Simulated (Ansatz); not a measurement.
# ZrO2: a point defect seen from the nuclei (O vacancy), part 2 of 2

How do the nuclei near a point defect see it? The defect is O vacancy in ZrO2 (cell charge +2), first unrelaxed. The cell is a supercell built from a COD entry (perhaps calculated rather than measured). Planned: a single point, then a relaxation.

Ansatz 0.2.0; DFT, PBE, plane-wave PAW, default files, scalar-relativistic. Earlier steps stand in the parts before.

### 3 Ions relaxed

input.yaml

```yaml
crystal:
  lattice:
    - [-0.8477618041, 5.2023, 5.2551587544]
    - [4.3009381959, 0.0, 5.2551587544]
    - [5.1487, 5.2023, 0.0]
  atoms:
    - { symbol: Zr, position: [0.98625, 0.22275, 0.05345] }
    - { symbol: Zr, position: [0.48625, 0.72275, 0.55345] }
    - { symbol: Zr, position: [0.05345, 0.23755, 0.48625] }
    - { symbol: Zr, position: [0.55345, 0.73755, 0.98625] }
    - { symbol: Zr, position: [0.51375, 0.27725, 0.44655] }
    - { symbol: Zr, position: [0.01375, 0.77725, 0.94655] }
    - { symbol: Zr, position: [0.44655, 0.26245, 0.01375] }
    - { symbol: Zr, position: [0.94655, 0.76245, 0.51375] }
    - { symbol: O, position: [0.39305, 0.08615, 0.36285] }
    - { symbol: O, position: [0.89305, 0.58615, 0.86285] }
    - { symbol: O, position: [0.86285, 0.15795, 0.39305] }
    - { symbol: O, position: [0.36285, 0.65795, 0.89305] }
    - { symbol: O, position: [0.10695, 0.41385, 0.13715] }
    - { symbol: O, position: [0.60695, 0.91385, 0.63715] }
    - { symbol: O, position: [0.63715, 0.34205, 0.10695] }
    - { symbol: O, position: [0.13715, 0.84205, 0.60695] }
    - { symbol: O, position: [0.8042, 0.5421, 0.5273] }
    - { symbol: O, position: [0.0273, 0.1264, 0.8042] }
    - { symbol: O, position: [0.5273, 0.6264, 0.3042] }
    - { symbol: O, position: [0.1958, 0.4579, 0.4727] }
    - { symbol: O, position: [0.6958, 0.9579, 0.9727] }
    - { symbol: O, position: [0.4727, 0.3736, 0.6958] }
    - { symbol: O, position: [0.9727, 0.8736, 0.1958] }
total_charge: 2
kpoints:
  mp_grid: { grid: [3, 3, 3] }
scf:
  occupations: { method: fermi_dirac, width: 0.01 }
hamiltonian:
  xc: pbe
  pseudopotentials: { kind: paw }
output:
  forces: true
  stress: true
  populations: true
  efg:
    quadrupole_moments_barn: { Zr: -0.176, O: -0.02558 }
    contact_densities: true
  write_density: true
  write_potential: true
  elf: true
  volumetric_format: npy
relax:
  f_tol: 0.03
  max_steps: 40
```

Run with:

```console
$ ansatz run input.yaml --threads 1 --pin off --max-ram 3072MiB --backend cpu --events-out ev --progress --plain --runs-dir out
```

Output:

```text
[... 1 line left out ...]
Warning: RAYON_NUM_THREADS=1 ignored (pool sized by the plan → 1); use --threads N
Zr: output.efg is read without spin–orbit coupling, which moves field gradients at and beside such atoms by some per cent and up to a factor of two; PAW files take it under magnetization.noncollinear and magnetization.spin_orbit
[... 9 set-up lines as earlier in the session ...]
Crystal: 23 atoms, lattice volume = 281.520 Å³
Basis set: ecut = 420 eV, 5507 PW (Γ), exchange–correlation on 100×96×100 points (8 copies of the dense FFT grid, shifted against one another)
Bands: 115, of which v1, the nominal top of the filled ones, is band 92 counted from 1 (91 counted from 0)
[... 2 set-up lines as earlier in the session ...]
k-points: 14 of 27 (time reversal used)
[... 8 set-up lines as earlier in the session ...]
SCF iter   1: F=—  HF=-42047.930755 eV  |F-HF|=—  |Δ(HF+E_count)|=         —  Δρ=3.29e-2  dr2=7.16e0  ethr=1.77e-3  ⟨swp⟩=5.0  Hψ=5856  notcnv=0  defer=181
preconditioner: auto → Resta (q_TF=auto, 2.542 Å⁻¹)  ε∞=3.9  [insulator: Δε(μ)=3.161 eV  Ē_g=16.786 eV  σ=0.010 eV  W_gap=1.00  n_scr=70 (ndim 8)  ℏωp=28.7 eV  f_vac=0.021  D(μ)=0.00/eV (n_scr^D=0)  ε∞_Penn≈3.9]
SCF iter   2: F=—  HF=-42046.226475 eV  |F-HF|=—  |Δ(HF+E_count)|=    1.70e0  Δρ=1.60e-2  dr2=1.76e0  ethr=1.77e-3  ⟨swp⟩=3.0  Hψ=2604  notcnv=0  defer=237
SCF iter   3: F=—  HF=-42045.762956 eV  |F-HF|=—  |Δ(HF+E_count)|=   4.64e-1  Δρ=1.05e-2  dr2=5.55e-1  ethr=9.56e-4  ⟨swp⟩=3.0  Hψ=2277  notcnv=0  defer=237
SCF iter   4: F=—  HF=-42045.642627 eV  |F-HF|=—  |Δ(HF+E_count)|=   1.20e-1  Δρ=3.11e-3  dr2=3.35e-2  ethr=3.01e-4  ⟨swp⟩=3.0  Hψ=2710  notcnv=0  defer=237
SCF iter   5: F=—  HF=-42045.647190 eV  |F-HF|=—  |Δ(HF+E_count)|=   4.56e-3  Δρ=1.93e-3  dr2=1.22e-2  ethr=1.82e-5  ⟨swp⟩=2.9  Hψ=2530  notcnv=0  defer=243
SCF iter   6: F=—  HF=-42045.646818 eV  |F-HF|=—  |Δ(HF+E_count)|=   3.72e-4  Δρ=6.49e-4  dr2=1.43e-3  ethr=6.61e-6  ⟨swp⟩=2.0  Hψ=2384  notcnv=0  defer=244
SCF iter   7: F=—  HF=-42045.647628 eV  |F-HF|=—  |Δ(HF+E_count)|=   8.09e-4  Δρ=1.93e-4  dr2=1.86e-4  ethr=7.80e-7  ⟨swp⟩=2.0  Hψ=2655  notcnv=0  defer=244
SCF iter   8: F=—  HF=-42045.647646 eV  |F-HF|=—  |Δ(HF+E_count)|=   1.85e-5  Δρ=1.04e-4  dr2=2.78e-5  ethr=1.01e-7  ⟨swp⟩=2.0  Hψ=2171  notcnv=0  defer=244
SCF iter   9: F=-42045.647649 eV  HF=-42045.647651 eV  |F-HF|=2.63e-6  |Δ(HF+E_count)|=   5.23e-6  Δρ=4.22e-5  dr2=6.86e-6  ethr=1.22e-8  ⟨swp⟩=10.0  Hψ=13592  notcnv=0
SCF 1 converged in 9 iterations: F = -42045.647649 eV  dr2 = 6.86e-6
relax step   1: F+E_penalty+E_count = -42045.64764863 eV  Δ(F+E_penalty+E_count) = +0.000e0 eV  max|allowed force component| = 3.338e0 eV/Å  Δτ_max = 0.0000 Å  (9 SCF iters, dr2 threshold 2.25e-5 eV, accepted)
[... 12 lines left out ...]
relax step   2: F+E_penalty+E_count = -42047.03633387 eV  Δ(F+E_penalty+E_count) = -1.389e0 eV  max|allowed force component| = 1.390e0 eV/Å  Δτ_max = 0.1949 Å  (7 SCF iters, dr2 threshold 1.00e-4 eV, accepted)
[... 22 lines left out ...]
relax step   4: F+E_penalty+E_count = -42047.40044183 eV  Δ(F+E_penalty+E_count) = -3.026e-2 eV  max|allowed force component| = 8.183e-2 eV/Å  Δτ_max = 0.1166 Å  (7 SCF iters, dr2 threshold 4.40e-6 eV, accepted)
[... 21 lines left out ...]
relax step   6: F+E_penalty+E_count = -42047.40838944 eV  Δ(F+E_penalty+E_count) = -1.850e-4 eV  max|allowed force component| = 3.721e-2 eV/Å  Δτ_max = 0.0425 Å  (8 SCF iters, accepted)
[... 8 lines left out ...]
relax step   7: F+E_penalty+E_count = -42047.40904129 eV  Δ(F+E_penalty+E_count) = -6.519e-4 eV  max|allowed force component| = 1.032e-2 eV/Å  Δτ_max = 0.0117 Å  (6 SCF iters, accepted)
NSCF: frozen V_eff on 14 k-points
[... 1 line left out ...]
SCF converged after 6 iterations
Free energy (F): -42047.409041 eV
Harris-Foulkes:  -42047.409041 eV  (|F-HF|=1.63e-8)
Internal energy: -42047.409041 eV  (E = F + TS)
E sigma→0 (E₀):  -42047.409041 eV
Fermi energy:    11.788558 eV
--- Per-component energies (eV) ---
[... 15 lines left out ...]
--- Forces (eV/Å), atoms counted from 1 ---
  atom   1  Zr     0.00008139     0.00661142    -0.00610384
  atom   2  Zr    -0.00093477    -0.00627448    -0.01032212
  atom   3  Zr    -0.00149343     0.00278780     0.00863159
  atom   4  Zr    -0.00203584    -0.00240667    -0.00228971
  atom   5  Zr     0.00727957     0.00166712     0.00191529
  atom   6  Zr    -0.00390177    -0.00040281     0.00416774
  atom   7  Zr     0.00613633    -0.00548265     0.00221176
  atom   8  Zr    -0.00281060     0.00642248     0.00454187
  atom   9  O     -0.00200824     0.00151753     0.00168500
  atom  10  O      0.00130643    -0.00883403     0.00152387
  atom  11  O      0.00683693     0.00508179    -0.00139902
  atom  12  O      0.00188278    -0.00088750    -0.00082139
  atom  13  O      0.00204198    -0.00290987    -0.00156928
  atom  14  O      0.00991950     0.00251355     0.00057148
  atom  15  O     -0.00731443     0.00166236    -0.00161176
  atom  16  O     -0.00694931     0.00320942    -0.00214027
  atom  17  O     -0.00629418     0.00006080     0.00398828
  atom  18  O     -0.00143442    -0.00239235     0.00116249
  atom  19  O     -0.00170840    -0.00380031     0.00422368
  atom  20  O     -0.00262424     0.00119073     0.00136072
  atom  21  O      0.00318787     0.00524338    -0.00605695
  atom  22  O      0.00425004    -0.00172734    -0.00248300
  atom  23  O     -0.00347474    -0.00282153    -0.00113214
  max |Σ_I F_I| component: 6.15e-5 eV/Å
--- Stress (GPa, compression-positive) ---
        9.771317      -0.926460       0.381983
       -0.926460       8.687697       0.322525
        0.381982       0.322525       8.819048
  P = ⅓ Tr σ = 9.0927 GPa (90.927 kbar)
--- PAW observables at the nuclei: V_zz in 10²¹ V/m², potentials from the cell's mean, atoms counted from 1 ---
  atom   1  Zr V_zz =   +17.600478   η = 0.2784   by run symmetry: allowed   C_q = -74.9017 MHz
            electrostatic potential = -5925.068081 V   contact ρ = 490528.193252 e/Å³
  atom   2  Zr V_zz =    +4.177132   η = 0.4110   by run symmetry: allowed   C_q = -17.7765 MHz
            electrostatic potential = -5925.192998 V   contact ρ = 490526.887114 e/Å³
  atom   3  Zr V_zz =    +7.186755   η = 0.4930   by run symmetry: allowed   C_q = -30.5844 MHz
            electrostatic potential = -5925.119731 V   contact ρ = 490526.721029 e/Å³
  atom   4  Zr V_zz =   +19.978282   η = 0.0912   by run symmetry: allowed   C_q = -85.0208 MHz
            electrostatic potential = -5925.029354 V   contact ρ = 490527.661785 e/Å³
  atom   5  Zr V_zz =    +6.852224   η = 0.3078   by run symmetry: allowed   C_q = -29.1607 MHz
            electrostatic potential = -5925.305849 V   contact ρ = 490527.357171 e/Å³
  atom   6  Zr V_zz =    -8.017061   η = 0.4580   by run symmetry: allowed   C_q = +34.1179 MHz
            electrostatic potential = -5924.598498 V   contact ρ = 490525.683362 e/Å³
  atom   7  Zr V_zz =   -11.728785   η = 0.9364   by run symmetry: allowed   C_q = +49.9137 MHz
            electrostatic potential = -5925.233799 V   contact ρ = 490528.832561 e/Å³
  atom   8  Zr V_zz =    -6.026022   η = 0.4075   by run symmetry: allowed   C_q = +25.6447 MHz
            electrostatic potential = -5925.127469 V   contact ρ = 490526.813789 e/Å³
  atom   9  O  V_zz =    +1.103724   η = 0.4750   by run symmetry: allowed   C_q = -0.6827 MHz
            electrostatic potential = -627.229604 V   contact ρ = 2156.617214 e/Å³
  atom  10  O  V_zz =    +1.565182   η = 0.9774   by run symmetry: allowed   C_q = -0.9681 MHz
            electrostatic potential = -626.913996 V   contact ρ = 2156.808783 e/Å³
  atom  11  O  V_zz =    -1.086241   η = 0.0981   by run symmetry: allowed   C_q = +0.6719 MHz
            electrostatic potential = -627.238864 V   contact ρ = 2156.646833 e/Å³
  atom  12  O  V_zz =    +1.828171   η = 0.4340   by run symmetry: allowed   C_q = -1.1308 MHz
            electrostatic potential = -627.046913 V   contact ρ = 2156.646351 e/Å³
  atom  13  O  V_zz =    +2.145477   η = 0.5366   by run symmetry: allowed   C_q = -1.3270 MHz
            electrostatic potential = -626.788960 V   contact ρ = 2156.770003 e/Å³
  atom  14  O  V_zz =    +1.734173   η = 0.8662   by run symmetry: allowed   C_q = -1.0726 MHz
            electrostatic potential = -627.234273 V   contact ρ = 2156.658296 e/Å³
  atom  15  O  V_zz =    +1.410923   η = 0.5516   by run symmetry: allowed   C_q = -0.8727 MHz
            electrostatic potential = -626.464061 V   contact ρ = 2156.366078 e/Å³
  atom  16  O  V_zz =    -0.871602   η = 0.6679   by run symmetry: allowed   C_q = +0.5391 MHz
            electrostatic potential = -627.162537 V   contact ρ = 2156.667470 e/Å³
  atom  17  O  V_zz =    +0.614627   η = 0.9968   by run symmetry: allowed   C_q = -0.3802 MHz
            electrostatic potential = -627.592898 V   contact ρ = 2157.014662 e/Å³
  atom  18  O  V_zz =    -0.714070   η = 0.4019   by run symmetry: allowed   C_q = +0.4417 MHz
            electrostatic potential = -627.444548 V   contact ρ = 2156.992345 e/Å³
  atom  19  O  V_zz =    +1.940584   η = 0.7127   by run symmetry: allowed   C_q = -1.2003 MHz
            electrostatic potential = -627.690541 V   contact ρ = 2157.049302 e/Å³
  atom  20  O  V_zz =    +0.704036   η = 0.7467   by run symmetry: allowed   C_q = -0.4355 MHz
            electrostatic potential = -627.784612 V   contact ρ = 2156.970636 e/Å³
  atom  21  O  V_zz =    +3.126381   η = 0.7789   by run symmetry: allowed   C_q = -1.9337 MHz
            electrostatic potential = -627.357035 V   contact ρ = 2157.019273 e/Å³
  atom  22  O  V_zz =    +1.995839   η = 0.9885   by run symmetry: allowed   C_q = -1.2345 MHz
            electrostatic potential = -627.536440 V   contact ρ = 2157.023586 e/Å³
  atom  23  O  V_zz =    +1.824389   η = 0.8013   by run symmetry: allowed   C_q = -1.1284 MHz
            electrostatic potential = -627.356954 V   contact ρ = 2157.135512 e/Å³
--- Band table (eV; the first three rows and the last of 14) ---
[... 4 lines left out ...]
--- Relaxed structure (7 steps of the walk, 7 accepted, 0 SCFs on fresh bases) ---
  F+E_penalty+E_count = -42047.40904129 eV   max|allowed force component| = 1.032e-2 eV/Å
  atoms:
    - { symbol: Zr, position: [0.9668865535554549, 0.22714892719992869, 0.05979637844524344] }
    - { symbol: Zr, position: [0.48526777719806946, 0.7277859651477866, 0.5476586607339187] }
    - { symbol: Zr, position: [0.05125075862923015, 0.23730166662304641, 0.4874807532304041] }
    - { symbol: Zr, position: [0.5699535709885629, 0.7225804170371266, 0.982961924006653] }
    - { symbol: Zr, position: [0.5021299199081314, 0.28118160306343304, 0.45930740259714664] }
    - { symbol: Zr, position: [0.015402190866567356, 0.7796156706173212, 0.9435275122999518] }
    - { symbol: Zr, position: [0.4618794915185217, 0.27549997139532206, 0.014183142142226268] }
    - { symbol: Zr, position: [0.9462733171453186, 0.7660982250550894, 0.5075661271518476] }
    - { symbol: O, position: [0.39226517660345517, 0.0908587425587255, 0.3631710692624033] }
    - { symbol: O, position: [0.8892938614243937, 0.5888827199709193, 0.8661418378091692] }
    - { symbol: O, position: [0.8579499511805975, 0.15881438512907564, 0.3918345200325452] }
    - { symbol: O, position: [0.3677580827263112, 0.6597241870481514, 0.8937601052526059] }
    - { symbol: O, position: [0.1368520529395949, 0.36626022448820367, 0.11292355980325933] }
    - { symbol: O, position: [0.6036612717585481, 0.9136626022525762, 0.6435597122250295] }
    - { symbol: O, position: [0.6425550601272727, 0.3458210496972468, 0.11150985606752611] }
    - { symbol: O, position: [0.13080840975568225, 0.8446550992677588, 0.6149137372478374] }
    - { symbol: O, position: [0.8078390948509264, 0.5646983860739074, 0.4835123807727427] }
    - { symbol: O, position: [0.0023656617631596516, 0.13360572242132132, 0.8113974872292391] }
    - { symbol: O, position: [0.48874335724750567, 0.6464555818773242, 0.3039676784684198] }
    - { symbol: O, position: [0.1845667497935275, 0.4461564197761819, 0.4976357132487738] }
    - { symbol: O, position: [0.6783805278336082, 0.9527390641862789, 0.9926691251339228] }
    - { symbol: O, position: [0.47683162327168715, 0.36452467466098615, 0.7049287802123176] }
    - { symbol: O, position: [1.0368855389138745, 0.8638286944522893, 0.1782925366268182] }
--- Löwdin populations: 23 sites ---
  site symbol       q [e]
     0     Zr     10.4856
     1     Zr     10.4698
     2     Zr     10.4584
     3     Zr     10.4977
     4     Zr     10.4868
     5     Zr     10.4276
     6     Zr     10.5051
     7     Zr     10.4556
     8      O      6.6623
     9      O      6.6169
    10      O      6.6624
    11      O      6.6553
    12      O      6.6690
    13      O      6.6717
    14      O      6.5865
    15      O      6.6427
    16      O      6.6259
    17      O      6.6087
    18      O      6.6222
    19      O      6.5926
    20      O      6.6284
    21      O      6.6109
    22      O      6.6235
  spilling = 0.003991 (of n_electrons = 184.000000)
```

Run time: 3.2 min. Hardware: 1 thread of AMD EPYC 9R45 (Zen 5), shared host; peak memory 0.91 GiB.

Step by step:

| step | energy change (eV) | largest force component (eV/Å) |
| --- | --- | --- |
| 1 | 0.0000 | 3.338 |
| 2 | -1.3887 | 1.390 |
| 3 | -1.7225 | 0.265 |
| 4 | -1.7528 | 0.082 |
| 5 | -1.7606 | 0.026 |
| 6 | -1.7607 | 0.037 |
| 7 | -1.7614 | 0.010 |

Atom 23 (O) moved farthest, 0.419 Å; the mean move was 0.124 Å.

The run ends with gap on the mesh 3.14 eV, largest force 0.012 eV/Å, pressure 9.1 GPa.

What changed since step 2 (V_zz in 10²¹ V/m²; 10 of 23 rows, with the four largest changes of size):

| site | atoms | V_zz, PBE | V_zz, PBE relaxed | η, PBE | η, PBE relaxed |
| --- | --- | --- | --- | --- | --- |
| Zr1 | 1 | 24.5 | 17.60 | 0.32 | 0.28 |
| Zr4 | 4 | 25.0 | 19.98 | 0.39 | 0.09 |
| Zr7 | 7 | 20.9 | -11.73 | 0.15 | 0.94 |
| O13 | 13 | 3.78 | 2.15 | 0.40 | 0.54 |
| O21 | 21 | 3.81 | 3.13 | 0.51 | 0.78 |
| O22 | 22 | 2.77 | 2.00 | 0.69 | 0.99 |
| O23 | 23 | 2.14 | 1.82 | 0.58 | 0.80 |
| O18 | 18 | 1.46 | -0.71 | 0.91 | 0.40 |
| O19 | 19 | 1.66 | 1.94 | 0.91 | 0.71 |
| Zr6 | 6 | 5.01 | -8.02 | 0.39 | 0.46 |

Site by site (atoms counted from 1): 11 of 23, those nearest the defect, the farthest of each element and the two largest gradients.

| site | atoms | distance from the defect (Å) | V_zz (10²¹ V/m²) | η | C_Q (MHz) |
| --- | --- | --- | --- | --- | --- |
| Zr1 | 1 | 2.17 | 17.60 | 0.28 | -74.9 (⁹¹Zr) |
| Zr4 | 4 | 2.18 | 19.98 | 0.09 | -85.0 (⁹¹Zr) |
| O13 | 13 | 2.18 | 2.15 | 0.54 | -1.33 (¹⁷O) |
| Zr7 | 7 | 2.33 | -11.73 | 0.94 | 49.9 (⁹¹Zr) |
| O23 | 23 | 2.43 | 1.82 | 0.80 | -1.13 (¹⁷O) |
| O21 | 21 | 2.48 | 3.13 | 0.78 | -1.93 (¹⁷O) |
| O19 | 19 | 2.68 | 1.94 | 0.71 | -1.20 (¹⁷O) |
| O22 | 22 | 2.75 | 2.00 | 0.99 | -1.23 (¹⁷O) |
| O12 | 12 | 2.94 | 1.83 | 0.43 | -1.13 (¹⁷O) |
| Zr2 | 2 | 3.90 | 4.18 | 0.41 | -17.8 (⁹¹Zr) |
| O17 | 17 | 5.00 | 0.61 | 1.00 | -0.380 (¹⁷O) |

Direction of the V_zz axis (Cartesian unit vector):

| site | atom | x | y | z |
| --- | --- | --- | --- | --- |
| Zr1 | 1 | 0.72 | -0.51 | -0.48 |
| Zr2 | 2 | -0.29 | -0.18 | 0.94 |
| Zr3 | 3 | -0.58 | -0.31 | 0.75 |
| Zr4 | 4 | 0.79 | -0.60 | 0.09 |
| Zr5 | 5 | -0.40 | -0.19 | 0.90 |
| Zr6 | 6 | 0.64 | 0.59 | 0.49 |
| Zr8 | 8 | 0.87 | -0.25 | 0.43 |
| O9 | 9 | 0.69 | 0.36 | -0.63 |

The sizes of the gradients above 0.15 moved by 28 % in the median, 60 % at the site that moves most (small gradients counted from 0.15; Zr6, 5.01 to -8.02), with a change of sign at Zr7, O18, O11 and others.

Density in a lattice plane of the grid's cell (edges 6.79 and 7.32 Å, at 0.477 of the third edge), which holds Zr and O.

Ten even steps from '0' (0.04 e/Å³) to '9' (7.31 e/Å³):
```
0000135531000001122100
0000002220000110001000
0000000100000111000000
0000001220000000000000
0000003673100000000000
0000002797200000000000
0000000256310123210000
0000011111100145541000
0000244210000035454100
0000355530000013554100
0000145552000001232100
1110024542001221000000
2321001121002575100000
0221000000001598410000
0010000000000146310000
0000000000000011100000
0000110000000000000000
0001343100000001110000
0001455410000002331000
0001354531000001343100
```
Columns run along the first of these edges and rows up along the second, over one cell in 22 and 20 even steps from the bottom left corner. Atoms in the plane (fractional): Zr at (0.73, 0.55), Zr at (0.28, 0.01), O at (0.65, 0.30), O at (0.36, 0.70).

ELF in the same plane.

Ten even steps from ' ' (0.03) to '@' (0.86):
```
  ..  ..++@@%%%%@@**..--****----**%%@@%%--  
          --**####--..==%%%%%%++::--++==..  
        ::------::..  --##@@@@%%==..        
::    ..==##@@@@%%**::  ==##%%##++..  ..----
**--    ==%%@@####@@##::  ..----::  ..==####
%%**::  ..**@@##--**@@**....::::..  ..==%%%%
%%##--    ..++@@%%%%@@##::++%%@@%%**..::##%%
**++....==++----**@@%%**::**@@##**@@##..::++
....  ==@@@@@@##--::==::  --@@**  ==@@++  ..
....  --@@%%++##%%--      ..++%%****@@**....
****--..##%%====%%%%..::++++--==##@@%%++..==
@@@@%%==::##@@%%@@%%--==%%@@@@**--::--..::##
@@@@@@%%==..++%%%%**::==@@%%##@@%%==    ::%%
%%@@@@@@**..    ..    --%%%%==++@@%%--  ..++
++##%%##++..  ......  ..++@@%%%%@@@@++..  ..
  ::::::..    ..====::  ..==##%%%%%%++..    
      ::====::..--++==::    ..::::::..      
..  ..**@@@@%%++..::--::    --++**==..    ..
--....##@@**++%%**..        ==%%@@@@##::  ::
--::  ==@@**  ++%%==  ..::..::##@@@@@@##..  
```
Columns run along the first of these edges and rows up along the second, over one cell in 22 and 20 even steps from the bottom left corner. Atoms in the plane (fractional): Zr at (0.73, 0.55), Zr at (0.28, 0.01), O at (0.65, 0.30), O at (0.36, 0.70).

Both are smooth fields of the valence electrons: close to the nuclei they are not physical.

Outside the cores ELF peaks at 0.85 in the shell around O, 0.6 Å from O.

### 4 Spectra that follow from step 3

¹⁷O (I = 5/2, Q = -25.58 mb) at 7.05 T, Larmor frequency 40.7 MHz. Second-order quadrupolar shifts of the central transition; chemical shifts are not computed, so all sites share one zero.

| site | count | C_Q (MHz) | η | ν_Q (MHz) | δ_QIS (ppm) |
| --- | --- | --- | --- | --- | --- |
| O13 | 1 | -1.33 | 0.54 | 0.199 | -7.0 |
| O23 | 1 | -1.13 | 0.80 | 0.169 | -5.6 |
| O21 | 1 | -1.93 | 0.78 | 0.290 | -16.3 |
| O19 | 1 | -1.20 | 0.71 | 0.180 | -6.1 |
| O22 | 1 | -1.23 | 0.99 | 0.185 | -7.3 |
| O12 | 1 | -1.13 | 0.43 | 0.170 | -4.9 |

¹⁷O central transition, under fast magic-angle spinning:

kHz, intensity and a bar:
```
     -1.6          0 
     -1.5          0 
     -1.4          1 
     -1.4          1 
     -1.3          2 #
     -1.2          2 #
     -1.2          2 #
     -1.1          3 #
     -1.0          3 #
     -0.9          3 #
     -0.9          5 #
     -0.8         10 ###
     -0.7          9 ###
     -0.6         13 ####
     -0.6         16 #####
     -0.5         25 ########
     -0.4         37 ###########
     -0.4         69 #####################
     -0.3        100 ##############################
     -0.2         94 ############################
     -0.1         72 #####################
     -0.1         52 ###############
      0.0         12 ####
      0.1          0
```

### 5 What came out

The summary covers parts 1 to 2.

| quantity | value |
| --- | --- |
| state (step 3) | gap on the mesh 3.14 eV, largest force 0.012 eV/Å, pressure 9.1 GPa |
| V_zz by site, step 3 (10²¹ V/m²) | Zr1 17.60, Zr4 19.98, O13 2.15, Zr7 -11.73, O23 1.82, O21 3.13, O19 1.94, O22 2.00, … |
| largest C_Q in size, step 3 | 85.0 MHz, ⁹¹Zr at Zr4 |
| step 3 (ions relaxed) against step 2 | 28 % in the median, 60 % at the site that moves most (small gradients counted from 0.15; Zr6, 5.01 to -8.02), with a change of sign at Zr7, O18, O11 and others |

Site Zr4 (6 O at 2.04–2.20 Å) carries the largest gradient. The runs allow no spin. Relaxing moved atoms by up to 0.42 Å and single gradients by up to 60 % in size (gradients over 0.15 counted), so at some sites the starting positions were a poor guide. At 7.05 T the ¹⁷O line of the largest coupling listed spans about 1.5 kHz under magic-angle spinning and 4.9 kHz static, from the quadrupolar part alone (no shift anisotropy). The defect repeats with the cell of 23 atoms, so it feels its images: sites between two images don't show the values beside a lone defect, and zeros or small values of η there can come from the images' arrangement. O and Zr carry a gradient in the pure host already, so the values there aren't the defect's effect alone. A uniform background compensates the cell's charge. The cell keeps the host's lattice, where the PBE pressure is 9 GPa (in a charged cell this depends on the convention for the mean potential). The program warns that gradients near heavy atoms lack spin–orbit coupling.

These are semilocal Kohn-Sham gaps, which aren't the measured quantity. Such gaps usually fall short of the measured ones.
